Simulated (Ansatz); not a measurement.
Molecular dynamics on a 1×2×2 supercell (20 atoms) of BaTiO3 (P4mm), relaxed with r2SCAN. Forces come from r2SCAN in the PAW code Ansatz: constant energy and volume (NVE), velocities drawn at 1000 K, steps of 1.5 fs. Classical nuclei, no spin polarisation; a few dozen steps show the first response, not equilibrium.

```yaml
crystal:
  lattice:
    - [3.9723652526, 0.0, 0.0]
    - [0.0, 7.9447305053, 0.0]
    - [0.0, 0.0, 8.2244571252]
  atoms:
    - { symbol: Ba, position: [0.0, 0.0, -0.002178808] }
    - { symbol: Ti, position: [0.5, 0.25, 0.238762904] }
    - { symbol: O, position: [0.5, 0.25, 0.0172725192] }
    - { symbol: O, position: [0.5, 0.0, 0.2588216924] }
    - { symbol: O, position: [0.0, 0.25, 0.2588216924] }
    - { symbol: Ba, position: [0.0, 0.0, 0.497821192] }
    - { symbol: Ti, position: [0.5, 0.25, 0.738762904] }
    - { symbol: O, position: [0.5, 0.25, 0.5172725192] }
    - { symbol: O, position: [0.5, 0.0, 0.7588216924] }
    - { symbol: O, position: [0.0, 0.25, 0.7588216924] }
    - { symbol: Ba, position: [0.0, 0.5, -0.002178808] }
    - { symbol: Ti, position: [0.5, 0.75, 0.238762904] }
    - { symbol: O, position: [0.5, 0.75, 0.0172725192] }
    - { symbol: O, position: [0.5, 0.5, 0.2588216924] }
    - { symbol: O, position: [0.0, 0.75, 0.2588216924] }
    - { symbol: Ba, position: [0.0, 0.5, 0.497821192] }
    - { symbol: Ti, position: [0.5, 0.75, 0.738762904] }
    - { symbol: O, position: [0.5, 0.75, 0.5172725192] }
    - { symbol: O, position: [0.5, 0.5, 0.7588216924] }
    - { symbol: O, position: [0.0, 0.75, 0.7588216924] }
kpoints:
  mp_grid: { grid: [4, 2, 2] }
hamiltonian:
  xc: r2scan
scf:
  occupations: { method: fermi_dirac, width: 0.086 }
md:
  ensemble: nve
  temperature: 1000
  timestep: 1.5
  n_steps: 40
  initial_velocities: maxwell_boltzmann
  seed: 1282
```

Command: `ansatz run input.yaml --threads 4 --pin off --max-ram 5529MiB --backend cpu --events-out ev --progress --plain --runs-dir out`.

**Question.** What wall time did it need on 4 threads of Arm Neoverse V2, on a shared host, load about 0.3 per core, and what peak of host memory did it reach?

**Answer.** About 5.5 min, with a peak of 1.5 GiB.

```
step  t (fs)  T (K)  free energy F from step 0 (meV/atom)  kinetic energy (meV/atom)  largest force (eV/Å)
   0       0   1000                                   0.0                      122.8                  0.05
   1     1.5    992                                   0.9                      121.9                  0.33
   2       3    970                                   3.7                      119.1                  0.68
   3     4.5    934                                   8.1                      114.7                  1.02
   4       6    888                                  13.8                      109.0                  1.32
   5     7.5    834                                  20.5                      102.4                  1.57
   6       9    775                                  27.8                       95.1                  1.76
   7    10.5    714                                  35.2                       87.7                  1.87
   8      12    654                                  42.6                       80.4                  1.89
   9    13.5    598                                  49.5                       73.4                  1.89
  10      15    547                                  55.8                       67.1                  2.11
  11    16.5    502                                  61.4                       61.6                  2.29
  12      18    463                                  66.1                       56.9                  2.43
  13    19.5    432                                  69.9                       53.1                  2.51
  14      21    409                                  72.7                       50.3                  2.52
  15    22.5    394                                  74.6                       48.3                  2.45
  16      24    385                                  75.7                       47.3                  2.29
  17    25.5    383                                  75.9                       47.0                  2.07
  18      27    386                                  75.6                       47.4                  1.80
  19    28.5    393                                  74.7                       48.3                  1.65
  20      30    403                                  73.4                       49.5                  1.71
  21    31.5    415                                  72.0                       50.9                  1.74
  22      33    427                                  70.5                       52.4                  1.75
  23    34.5    438                                  69.1                       53.8                  1.74
  24      36    448                                  67.8                       55.1                  1.72
  25    37.5    456                                  66.9                       56.0                  1.76
  26      39    461                                  66.3                       56.6                  1.81
  27    40.5    462                                  66.1                       56.8                  1.87
  28      42    460                                  66.3                       56.5                  1.93
  29    43.5    456                                  66.9                       56.0                  2.00
  30      45    449                                  67.8                       55.1                  2.07
  31    46.5    440                                  68.9                       54.1                  2.13
  32      48    432                                  69.9                       53.0                  2.20
  33    49.5    424                                  70.9                       52.0                  2.27
  34      51    418                                  71.6                       51.3                  2.33
  35    52.5    415                                  72.0                       50.9                  2.39
  36      54    414                                  72.0                       50.9                  2.44
  37    55.5    417                                  71.7                       51.3                  2.48
  38      57    423                                  71.0                       52.0                  2.50
  39    58.5    431                                  69.9                       53.0                  2.51
  40      60    442                                  68.7                       54.2                  2.50
```

The temperature starts at 1000 K, is lowest at step 17 (383 K, 25.5 fs) and ends at 442 K. The atoms start on their lattice sites with kinetic energy alone, so much of it first passes into potential energy. The conserved energy stays within 0.17 meV an atom. By the last step the atoms have moved 0.17 Å in the root mean square, the drift of the whole cell taken out, 0.33 Å at most.

Positions (Å) and forces (eV/Å) at step 40:
```
Ba  -0.137   0.143  -0.154     1.320  -1.916   0.907
Ti   2.017   1.774   2.063    -0.157   0.732  -0.301
O    2.203   1.859   0.179    -1.479   0.819  -0.361
O    2.164  -0.006   2.194    -0.471  -0.501   0.017
O    0.119   1.917   2.168     0.343   0.288  -0.051
Ba   0.089  -0.036   4.256    -0.654  -0.097  -1.225
Ti   1.926   2.030   6.061     0.331   0.650  -0.663
O    1.998   1.961   4.166     0.396   0.174   0.599
O    1.942  -0.106   6.200     0.276   0.680  -0.296
O    0.094   2.036   6.127    -0.599  -0.805   0.401
Ba   0.134   3.945   0.015    -0.645  -0.016   0.072
Ti   1.934   5.887   1.940     0.282   0.601  -1.288
O    2.119   5.980   0.000    -0.846   0.159   1.086
O    2.183   4.113   1.891    -0.807  -1.228   1.111
O    0.045   5.942   2.149     0.976   0.467  -0.143
Ba  -0.126   4.046   4.044     0.647  -0.766   0.165
Ti   1.866   5.950   6.112     0.348  -0.471   1.240
O    1.962   5.825   4.283    -0.033   0.389  -0.507
O    2.008   3.831   6.295     0.243   0.421  -0.299
O   -0.006   5.804   6.257     0.527   0.421  -0.464
```
